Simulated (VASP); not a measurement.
Wanted: the native input for a VASP 6.6.1 run.

```yaml
Task: single point
Functional: PBEsol
Potentials_or_basis: VASP PAW PBE potentials, release 64 (Cu)
Cutoff: 520 eV
k_mesh: 20 × 20 × 20
Occupations: gaussian, width 0.1 eV
Spin: no spin polarisation
Dipole_correction: no
Further_INCAR_settings: ALGO = Normal; EDIFF = 1e-06; NBANDS = 12
```

The structure of Cu lies in POSCAR:

```
Cu
1.0
   -1.4259706624      1.4259706624      1.4259706624
    1.4259706624     -1.4259706624      1.4259706624
    1.4259706624      1.4259706624     -1.4259706624
Cu
1
Direct
    0.0000000000      0.0000000000      0.0000000000
```

This isn't the form of Cu at room conditions, which is fcc.

The cell isn't the ideal one: Ti replaced by Cu, lengths x 0.895, strained and moved within the space group.

One way to write it, as run:

INCAR

```
SYSTEM = Cu
PREC = Accurate
ENCUT = 520
EDIFF = 1E-6
ISMEAR = 0
SIGMA = 0.1
LREAL = .False.
LASPH = .True.
NELM = 100
ALGO = Normal
ISIF = 2
LWAVE = .False.
LCHARG = .True.
GGA = PS
LELF = .True.
LVHAR = .True.
NBANDS = 12
```

KPOINTS

```
regular mesh
0
Gamma
  20 20 20
  0 0 0
```

Potentials or basis: VASP PAW PBE potentials, release 64 (Cu).

Command:

```console
$ cat potpaw_PBE.64/Cu/POTCAR > POTCAR
$ mpirun -np 1 vasp_std > vasp.out
```

It gave:

```yaml
Pressure: -2.6 GPa
Band_gap_on_the_k_mesh: none (metal or under the smearing width)
```

Caveat: the PAW data sets were made with another functional, which shifts forces and pressure a little.

It took 16 s on 1 thread of AMD EPYC 9R45 (Zen 5), with other jobs on the host, peak memory 0.11 GiB.
